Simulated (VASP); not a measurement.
# Ag (Fd-3m) in VASP: notebook, part 2 of 2

VASP 6.6.1. The steps go on from the part before.

### 4 Single point, RPBE

This run uses another cell than the first one, of 35.01 Å³/atom, 1.080 times its volume.

INCAR reads:

```
ALGO = Fast
EDIFF = 1E-6
ENCUT = 520
GGA = RP
ISIF = 2
ISMEAR = -1
LASPH = True
LCHARG = False
LREAL = False
LWAVE = False
NBANDS = 18
NELM = 100
PREC = Accurate
SIGMA = 0.1
```

KPOINTS reads:

```
k-points
0
Gamma
  10 10 10
```

POSCAR reads:

```
Ag
1.0
    0.0000000000      3.2712914983      3.2712914983
    3.2712914983      0.0000000000      3.2712914983
    3.2712914983      3.2712914983      0.0000000000
Ag
2
Direct
    0.1250000000      0.1250000000      0.1250000000
    0.8750000000      0.8750000000      0.8750000000
```

Potentials or basis: VASP PAW PBE potentials, release 64 (Ag).

Command:

```console
$ cat potpaw_PBE.64/Ag/POTCAR > POTCAR
$ mpirun -np 1 vasp_std > vasp.out
```

OUTCAR:

```text
EDIFF = 1E-6
   ENCUT = 520
   GGA = RP
   ISIF = 2
   ISMEAR = -1
   LASPH = True
   LREAL = False
   NELM = 100
   PREC = Accurate

 ion  position               nearest neighbor table
   1  0.125  0.125  0.125-   2 2.83   2 2.83   2 2.83   2 2.83
   2  0.875  0.875  0.875-   1 2.83   1 2.83   1 2.83   1 2.83

  LATTYP: Found a face centered cubic cell.
 ALAT       =     6.5425829966

  Lattice vectors:

 A1 = (   0.0000000000,   3.2712914983,   3.2712914983)
 A2 = (   3.2712914983,   0.0000000000,   3.2712914983)
 A3 = (   3.2712914983,   3.2712914983,   0.0000000000)

Analysis of symmetry for initial positions (statically):
=====================================================================
 Subroutine PRICEL returns:
 Original cell was already a primitive cell.

 Routine SETGRP: Setting up the symmetry group for a
 face centered cubic supercell.

 Subroutine GETGRP returns: Found 48 space group operations
 (whereof 12 operations were pure point group operations)
 out of a pool of 48 trial point group operations.

The static configuration has the point symmetry D_3d.
 The point group associated with its full space group is O_h .

Analysis of symmetry for dynamics (positions and initial velocities):
=====================================================================
 Subroutine PRICEL returns:
 Original cell was already a primitive cell.

 Routine SETGRP: Setting up the symmetry group for a
 face centered cubic supercell.

 Subroutine GETGRP returns: Found 48 space group operations
 (whereof 12 operations were pure point group operations)
 out of a pool of 48 trial point group operations.

The dynamic configuration has the point symmetry D_3d.
 The point group associated with its full space group is O_h .

 Subroutine INISYM returns: Found 48 space group operations
 (whereof 12 operations are pure point group operations),
 and found     1 'primitive' translations

----------------------------------------------------------------------------------------

                                     Primitive cell

  volume of cell :      70.0145

  direct lattice vectors                    reciprocal lattice vectors
     0.000000000  3.271291498  3.271291498    -0.152844832  0.152844832  0.152844832
     3.271291498  0.000000000  3.271291498     0.152844832 -0.152844832  0.152844832
     3.271291498  3.271291498  0.000000000     0.152844832  0.152844832 -0.152844832

  length of vectors
     4.626304803  4.626304803  4.626304803     0.264735015  0.264735015  0.264735015

  position of ions in fractional coordinates (direct lattice)
     0.125000000  0.125000000  0.125000000
     0.875000000  0.875000000  0.875000000

  ion indices of the primitive-cell ions
   primitive index   ion index
                 1           1
                 2           2

----------------------------------------------------------------------------------------

 KPOINTS: k-points

Automatic generation of k-mesh.
 Grid dimensions read from file:
 generate k-points for:   10   10   10

 Generating k-lattice:

  Cartesian coordinates                     Fractional coordinates (reciprocal lattice)
    -0.015284483  0.015284483  0.015284483     0.100000000  0.000000000  0.000000000
     0.015284483 -0.015284483  0.015284483     0.000000000  0.100000000  0.000000000
     0.015284483  0.015284483 -0.015284483     0.000000000  0.000000000  0.100000000

  Length of vectors
     0.026473501  0.026473501  0.026473501

  Shift w.r.t. Gamma in fractional coordinates (k-lattice)
     0.000000000  0.000000000  0.000000000

 Subroutine IBZKPT returns following result:
 ===========================================

 Found     47 irreducible k-points:

 Following reciprocal coordinates:
            Coordinates               Weight
  0.000000  0.000000  0.000000      1.000000
  0.100000  0.000000  0.000000      8.000000
  0.200000  0.000000  0.000000      8.000000
  0.300000  0.000000  0.000000      8.000000
  0.400000  0.000000  0.000000      8.000000
  0.500000  0.000000  0.000000      4.000000
[... 16 lines left out ...]
  0.300000  0.300000  0.000000      6.000000
  0.400000  0.300000  0.000000     24.000000
 [... further k-points ...]
   k-points           NKPTS =     47   k-points in BZ     NKDIM =     47   number of bands    NBANDS=     18
   number of dos      NEDOS =    301   number of ions     NIONS =      2
   total plane-waves  NPLWV =  46656
   dimension x,y,z NGX =    36 NGY =   36 NGZ =   36
   dimension x,y,z NGXF=    72 NGYF=   72 NGZF=   72
   ions per type =               2
   NGX,Y,Z   is equivalent  to a cutoff of  12.94, 12.94, 12.94 a.u.
   NGXF,Y,Z  is equivalent  to a cutoff of  25.87, 25.87, 25.87 a.u.
 SYSTEM =  unknown system
   PREC   = accura    normal or accurate (medium, high low for compatibility)
   ISTART =      0    job   : 0-new  1-cont  2-samecut
   ICHARG =      2    charge: 1-file 2-atom 10-const
   ISPIN  =      1    spin polarized calculation?
   LNONCOLLINEAR =      F non collinear calculations
   LSORBIT =      F    spin-orbit coupling
   LASPH  =      T    aspherical Exc in radial PAW
   ENCUT  =  520.0 eV  38.22 Ry    6.18 a.u.   8.60  8.60  8.60*2*pi/ulx,y,z
   NELM   =    100;   NELMIN=  2; NELMDL= -5     # of ELM steps
   EDIFF  = 0.1E-05   stopping-criterion for ELM
   LREAL  =      F    real-space projection
   EDIFFG = 0.1E-04   stopping-criterion for IOM
   NSW    =      0    number of steps for IOM
   IBRION =     -1    ionic relax: 0-MD 1-quasi-New 2-CG
   NFREE  =      0    steps in history (QN), initial steepest desc. (CG)
   ISIF   =      2    stress and relaxation
   ISYM   =      2    0-nonsym 1-usesym 2-fastsym
   POTIM  = 0.5000    time-step for ionic-motion
   TEBEG  =    0.0;   TEEND  =   0.0 temperature during run
   PSTRESS=    0.0 pullay stress
   NELECT =      22.0000    total number of electrons
   NUPDOWN=      -1.0000    fix difference up-down
   EMIN   =  10.00;   EMAX   =-10.00  energy-range for DOS
   EFERMI =   0.00;   METHOD = LEGACY
   ISMEAR =    -1;   SIGMA  =   0.10  broadening in eV -4-tet -1-fermi 0-gaus
   EFERMI_NEDOS =   21; number of points for ismear=-14 and -15
   IALGO  =     68    algorithm
   IMIX   =      4    mixing-type and parameters
     AMIX     =   0.40;   BMIX     =  1.00
     AMIX_MAG =   1.60;   BMIX_MAG =  1.00
  volume/ion in A,a.u.               =      35.01       236.24
  Fermi-wavevector in a.u.,A,eV,Ry     =   1.112978  2.103223 16.853802  1.238719
  Thomas-Fermi vector in A             =   2.249558
   LORBIT       =      0    0 simple, 1 ext, 2 COOP (PROOUT), +10 PAW based schemes
   GGA     = RP    functional components
   LHFCALC =     F    Hartree Fock is set to
   AEXX    =    0.0000 exact exchange contribution
   IVDW    =     0    specifies the selected vdW correction
   LEPSILON=     F    determine dielectric tensor
   LRPA    =     F    only Hartree local field effects (RPA)
 non-spin polarized calculation
 RMM-DIIS sequential band-by-band and
  energy-cutoff  :      520.00
  volume of cell :       70.01
 maximum number of plane-waves:      1901
 NGX is ok and might be reduce to    36
   NGX = 17   NGY = 17   NGZ = 17

 number of electron      22.0000001 magnetization

 Free energy of the ion-electron system (eV)
  ---------------------------------------------------
  ext. energy  EPLUGINS =         0.00000000
  ---------------------------------------------------
  free energy    TOTEN  =        -3.08510730 eV

  energy without entropy =       -3.06635184  energy(sigma->0) =       -3.07572957

 E-fermi :   1.8658     XC(G=0):  -7.8567

 val. band max:        1.8261172836   @ k =  -0.4000   0.4000   0.0000
 cond. band min:       1.8687839589   @ k =   0.5000   0.5000   0.0000
 fundamental gap:      0.0426666754
 Fermi energy:         1.8658254247

 k-point     1 :       0.0000    0.0000    0.0000
  band No.  band energies     occupation
      1      -2.3100      2.00000
      2      -2.3100      2.00000
      3      -2.3100      2.00000
      4      -2.2962      2.00000
      5      -2.2962      2.00000
      6      -2.1804      2.00000
[... 10 lines left out ...]
     17      10.2125      0.00000
     18      10.3350      0.00000
[... 463 lines left out ...]
 k-point    24 :       0.4000    0.3000    0.0000
  band No.  band energies     occupation
      1      -2.5129      2.00000
      2      -2.3659      2.00000
      3      -2.3565      2.00000
      4      -2.0486      2.00000
      5      -1.9330      2.00000
      6      -1.7601      2.00000
[... 10 lines left out ...]
     17      14.1797      0.00000
     18      14.4216      0.00000

 [... further k-points ...]
[... 5 lines left out ...]
  --------------------------------------------------------------------------------------
  -------------------------------------------------------------------------------------
  Total       -0.5617042     -0.5617042     -0.5617042      0.0000000      0.0000000      0.0000000
  in kB      -12.8537700    -12.8537700    -12.8537700      0.0000000      0.0000000      0.0000000
  external PRESSURE =     -12.8537700 kB  Pullay stress =       0.0000000 kB

 VOLUME and BASIS-vectors are now :
 -----------------------------------------------------------------------------
  energy-cutoff  :      520.00
  volume of cell :       70.01
      direct lattice vectors                 reciprocal lattice vectors
     0.000000000  3.271291498  3.271291498    -0.152844832  0.152844832  0.152844832
     3.271291498  0.000000000  3.271291498     0.152844832 -0.152844832  0.152844832
     3.271291498  3.271291498  0.000000000     0.152844832  0.152844832 -0.152844832

 POSITION                                       TOTAL-FORCE (eV/Angst)
 -----------------------------------------------------------------------------------
      0.81782      0.81782      0.81782        -0.000000     -0.000000     -0.000000
      5.72476      5.72476      5.72476         0.000000      0.000000      0.000000
 -----------------------------------------------------------------------------------
    total drift:                                0.000000      0.000000      0.000000

  FREE ENERGIE OF THE ION-ELECTRON SYSTEM (eV)
  ---------------------------------------------------
  free  energy   TOTEN  =        -3.0851073005 eV

  energy  without entropy=       -3.0663518415  energy(sigma->0) =       -3.07572957
```

stdout:

```text
POSCAR found type information on POSCAR Ag
 POSCAR found :  1 types and       2 ions
 scaLAPACK will be used
 -----------------------------------------------------------------------------
|                                                                             |
|                                                                             |
|     You enforced a specific xc type in the INCAR file but a different       |
|     I HOPE YOU KNOW WHAT YOU ARE DOING!                                     |
|                                                                             |
 -----------------------------------------------------------------------------

 LDA part: xc-table for (Slater+PW92), standard interpolation
 POSCAR, INCAR and KPOINTS ok, starting setup
 FFT: planning ... GRIDC
 FFT: planning ... GRID_SOFT
 FFT: planning ... GRID
 WAVECAR not read
 entering main loop
```

Run time: 45 s. Hardware: 1 thread of Intel Xeon Platinum 8488C (Sapphire Rapids), shared host; peak memory 0.22 GiB.

What came out:

- Free energy: -3.0851 eV
- Pressure: -1.3 GPa
- Band gap on the k mesh: none (metal or under the smearing width)

Levels at points of the mesh, in eV from the Fermi level:
```csv
k point,band 8,band 9,band 10,band 11,band 12,band 13,band 14,band 15
"(0.00, 0.00, 0.00)",-3.19,-3.19,-2.81,-2.81,7.49,7.49,7.49,8.35
"(0.50, 0.00, 0.00)",-3.14,-2.83,-2.83,-1.08,-0.23,5.53,5.53,7.70
"(0.50, 0.50, 0.00)",-3.37,-2.75,-2.75,0.00,0.00,3.36,3.36,6.41
```

Caveat: the PAW data sets were made with another functional, which shifts forces and pressure a little.

### 5 Single point, RPBE

This run uses another cell than the first one, of 28.52 Å³/atom, 0.880 times its volume.

INCAR reads:

```
SYSTEM = Ag
PREC = Accurate ; ENCUT = 520
EDIFF = 1E-7 ; ISMEAR = -1
SIGMA = 0.1 ; LREAL = .FALSE.
LASPH = .TRUE. ; NELM = 100
ALGO = Normal ; ISIF = 2
LWAVE = .FALSE. ; LCHARG = .FALSE.
GGA = RP ; NBANDS = 18
```

KPOINTS reads:

```
Automatic mesh
0
G
  10 10 10
  0 0 0
```

POSCAR reads:

```
Ag
1.0
    0.0000000000      3.0554291468      3.0554291468
    3.0554291468      0.0000000000      3.0554291468
    3.0554291468      3.0554291468      0.0000000000
Ag
2
Direct
    0.1250000000      0.1250000000      0.1250000000
    0.8750000000      0.8750000000      0.8750000000
```

Command:

```console
$ cat potpaw_PBE.64/Ag/POTCAR > POTCAR
$ mpirun -np 1 vasp_std > vasp.out
```

Wall time 26 s (1 thread of Intel Xeon Platinum 8488C (Sapphire Rapids), shared host); peak memory 0.19 GiB.

The run converged. Its results:

| Item | Value |
| --- | --- |
| Free energy | -3.0214 eV |
| Pressure | 4.0 GPa |
| Band gap on the k mesh | none (metal or under the smearing width) |

Levels at points of the mesh, in eV from the Fermi level:
```
           k point  band 8  band 9  band 10  band 11  band 12  band 13  band 14  band 15
(0.00, 0.00, 0.00)   -3.32   -3.32    -2.71    -2.71     8.82     8.82     8.82     9.51
(0.50, 0.00, 0.00)   -3.20   -2.76    -2.76    -0.88    -0.63     6.34     6.34     9.39
(0.50, 0.50, 0.00)   -3.58   -2.65    -2.65     0.15     0.15     3.56     3.56     7.20
```

Caveat: the PAW data sets were made with another functional, which shifts forces and pressure a little.

### 6 The runs side by side

| cell | k mesh | gap on the mesh (eV) | pressure (GPa) |
| --- | --- | --- | --- |
| Fd-3m, 32.41 Å³/atom | 14 × 14 × 14 | none | 0.0 |
| Fd-3m, 29.82 Å³/atom | 10 × 10 × 10 | none | 2.3 |
| Fd-3m, 35.01 Å³/atom | 10 × 10 × 10 | none | -1.3 |
| Fd-3m, 28.52 Å³/atom | 10 × 10 × 10 | none | 4.0 |

Alike in all rows: task single point; level RPBE; potentials or basis VASP PAW PBE potentials, release 64 (Ag); no spin polarisation; cutoff (eV) 520; smearing fermi-dirac 0.1 eV.

Every run on the cell as given and a fine mesh finds a metal.

Caveats: the PAW data sets were made with another functional, which shifts forces and pressure a little.

Total energies depend on the potentials used, so only differences within one code and one set of settings carry meaning.
